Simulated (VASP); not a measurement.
GaN, 2 atoms in the cell. It takes space group Fm-3m (No. 225, cubic). The conventional cell has a = 4.267 Å, b = 4.267 Å, c = 4.267 Å, α = 90.00°, β = 90.00°, γ = 90.00°. Ga (site symmetry m-3m) has 6 N at 2.13 Å as nearest neighbours. N (site symmetry m-3m) is surrounded by 6 Ga at 2.13 Å. The cell was built by a generator and needn't be a form met in nature.

| Property | Result |
| --- | --- |
| Program | VASP 6.6.1 |
| Task | relaxation of cell and atoms |
| Functional | PBE |
| Potentials or basis | VASP PAW PBE potentials, release 64 (Ga_d, N) |
| Cutoff | 600 eV |
| k mesh | 14 × 14 × 14 |
| Occupations | gaussian, width 0.02 eV |
| Spin | no spin polarisation |
| Dipole correction | no |
| Further INCAR settings | ALGO = Fast; EDIFF = 1e-07; IBRION = 2; EDIFFG = -0.01; NSW = 100; ISIF = 3 |

Potentials or basis: VASP PAW PBE potentials, release 64 (Ga_d, N).

Command:

```bash
$ cat potpaw_PBE.64/Ga_d/POTCAR potpaw_PBE.64/N/POTCAR > POTCAR
$ mpirun -np 1 vasp_std > vasp.out
```

Hardware: 1 thread of Intel(R) Xeon(R) 6975P-C (Granite Rapids) (shared host).

Question: How long does it take, and how much memory?

Answer: Run time: 23 s on 1 thread of Intel(R) Xeon(R) 6975P-C (Granite Rapids), on a shared host, peak memory 0.17 GiB. Counts: scf iterations 32, k points 104, ion steps 3.
